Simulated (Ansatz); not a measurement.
# 6 guesses for MgS and where they end

Theory: Ansatz 0.2.0, DFT PBE, scalar-relativistic, plane waves, PAW. Settings: cutoff 420 eV, Γ-centred meshes spaced at most about 0.3 Å⁻¹, and about 0.25 Å⁻¹ or finer for metals (2π included), Gaussian smearing. No spin polarisation in the final relaxations.

Each guess was relaxed in cell and atoms at zero pressure, within the symmetry of its start. All energies are static (0 K, no zero-point motion). Coordination counts S atoms around Mg (those within 1.25 times the shortest such distance or 1.15 times the sum of covalent radii).

```csv
guess,made from,start group,V start (Å³/atom),end group,V end (Å³/atom),coordination at the end,gap on mesh (eV),E over the lowest end (meV/atom)
1,a cell as deposited in COD,Fm-3m,17.6,Fm-3m (rock salt),17.9,Mg 6,2.76,0
2,a Materials Project cell,P6_3mc,22.7,P6_3mc (wurtzite),23.1,Mg 4,3.37,5
3,random cell,P6/mmm,23.0,P6/mmm,76.4,Mg 2,2.37,1052
4,a Materials Project cell,F-43m,22.7,F-43m (zinc blende),23.1,Mg 4,3.37,14
5,WC type,P-6m2,16.4,P-6m2 (tungsten carbide),18.6,Mg 6,1.15,249
6,random cell,P4/mmm,20.6,?,?,?,?,?
```

Guess 6 as it starts:

Space group P4/mmm (No. 123). a = 3.120 Å, b = 3.120 Å, c = 4.230 Å, α = 90.00°, β = 90.00°, γ = 90.00°
```
atom  site  symmetry       x       y       z
  Mg    1a     4/mmm  0.0000  0.0000  0.0000
   S    1d     4/mmm  0.5000  0.5000  0.5000
```

Q: Predict the end of this guess and its energy over the lowest end.

A: It ends in the caesium chloride type, space group Pm-3m (No. 221), with a = 3.276 Å, 17.6 Å³/atom and no gap. It lies 0.62 eV/atom over the lowest end, above guess 5 and below guess 3. Counting S atoms around Mg, this end has Mg 8 and the lowest (guess 1) has Mg 6.

```cif
data_structure
_symmetry_space_group_name_H-M 'P 1'
_symmetry_Int_Tables_number 1
_cell_length_a 3.2761
_cell_length_b 3.2761
_cell_length_c 3.2761
_cell_angle_alpha 90.000
_cell_angle_beta 90.000
_cell_angle_gamma 90.000
_cell_volume 35.16
loop_
_atom_site_label
_atom_site_type_symbol
_atom_site_fract_x
_atom_site_fract_y
_atom_site_fract_z
_atom_site_occupancy
Mg1 Mg 0.00000 0.00000 0.00000 1
S1 S 0.50000 0.50000 0.50000 1
```

Formation energies are uncorrected and refer to the elements' standard structures at the same level.

Q: Is the lowest end bound against the elements?

A: Yes: its formation energy is −1.444 eV/atom. A negative formation energy is needed for stability but isn't enough: competing phases decide.

No dispersion correction is applied, so the spacing and binding between layers, chains or molecules are poorly described (P6/mmm), and this can change margins and order among such cells. Kohn–Sham gaps at this level usually fall short of measured ones. The zero gap of Pm-3m may come from the functional, which often closes small gaps. The reference form of S is held partly by dispersion forces, which this level lacks. With atoms moved at random, Fm-3m, P6_3mc and F-43m came back. Other cells relaxed within their symmetry can be saddle points. Some structure types and database cells were kept out of the candidates from the start, so a known form may be missing.

Rock salt comes out lowest, in line with the known ambient form of MgS, but wurtzite lies only 5 meV/atom above it and zinc blende 14. The ion sizes put MgS near the border between octahedral and tetrahedral coordination, where the better Madelung energy of six neighbours is nearly offset by shorter, stronger bonds to four. So narrow a margin supports close competition more firmly than the exact order. Since the tetrahedral forms are much more voluminous, pressure should favour rock salt over them.

Coordination number alone does not set the energy. The tungsten carbide type also has six S around Mg, yet lies 249 meV/atom up, because its prismatic stacking brings like ions closer together than the octahedral arrangement does. In the caesium chloride type, S atoms sit only 3.276 Å apart, so anion repulsion stretches the Mg–S bonds and outweighs the gain from eight neighbours. The same contacts broaden the S 3p bands, which probably helps close the gap. This cell is barely denser than rock salt, which suggests that only very high pressure could favour it.
